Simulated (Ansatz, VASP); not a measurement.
NaF: VASP beside Ansatz

File INCAR:

```
SYSTEM = NaF
ALGO = Normal
EDIFF = 1E-6
ENCUT = 520
GGA = PE
ISIF = 2
ISMEAR = 0
LASPH = .TRUE.
LCHARG = .FALSE.
LREAL = .FALSE.
LWAVE = .FALSE.
NBANDS = 22
NELM = 60
PREC = Accurate
SIGMA = 0.01
```

KPOINTS

```
k-points
0
G
  6 6 4
  0 0 0
```

Contents of POSCAR:

```
NaF
1.0
    3.9795184143      0.0000000000      0.0000000000
   -1.9897592072      3.4463640417      0.0000000000
    0.0000000000      0.0000000000      4.7024429907
Na F
2 2
Direct
    0.3333333333      0.6666666667      0.2500000000
    0.6666666667      0.3333333333      0.7500000000
    0.6666666667      0.3333333333      0.2500000000
    0.3333333333      0.6666666667      0.7500000000
```

Input for Ansatz:

```yaml
crystal:
  lattice:
    - [3.9795184143, 0.0, 0.0]
    - [-1.9897592072, 3.4463640417, 0.0]
    - [0.0, 0.0, 4.7024429907]
  atoms:
    - { symbol: Na, position: [0.3333333333, 0.6666666667, 0.25] }
    - { symbol: Na, position: [0.6666666667, 0.3333333333, 0.75] }
    - { symbol: F, position: [0.6666666667, 0.3333333333, 0.25] }
    - { symbol: F, position: [0.3333333333, 0.6666666667, 0.75] }
kpoints:
  mp_grid: { grid: [6, 6, 4] }
hamiltonian:
  xc: pbe
scf:
  occupations: { method: fixed }
  n_extra_bands: 5
output:
  forces: true
  stress: true
  eigenvalues: true
```

Alike in both runs: task single point; functional PBE; k mesh 6 × 6 × 4; no spin polarisation.

|  | VASP | Ansatz |
| --- | --- | --- |
| version | VASP 6.6.1 | Ansatz 0.2.0 |
| potentials or method | VASP PAW PBE potentials, release 64 (Na_pv, F) | plane waves, PAW |
| plane-wave cutoff (eV) | 520 | 420 |
| occupations | gaussian, width 0.01 eV | fixed |
| valence electrons in the cell | 28 | 32 |

Ansatz gave:

- gap on the k mesh at the Fermi level (eV): 5.41
- pressure (GPa): -1.0
- largest component of the traceless stress (GPa): 0.12

Q: Estimate VASP's values.

A: gap on the k mesh at the Fermi level (eV): 5.39; pressure (GPa): -1.0; largest component of the traceless stress (GPa): 0.13.

The two sets of potentials don't hold the same shells in valence.

As with any semilocal functional, this PBE gap is likely too small.
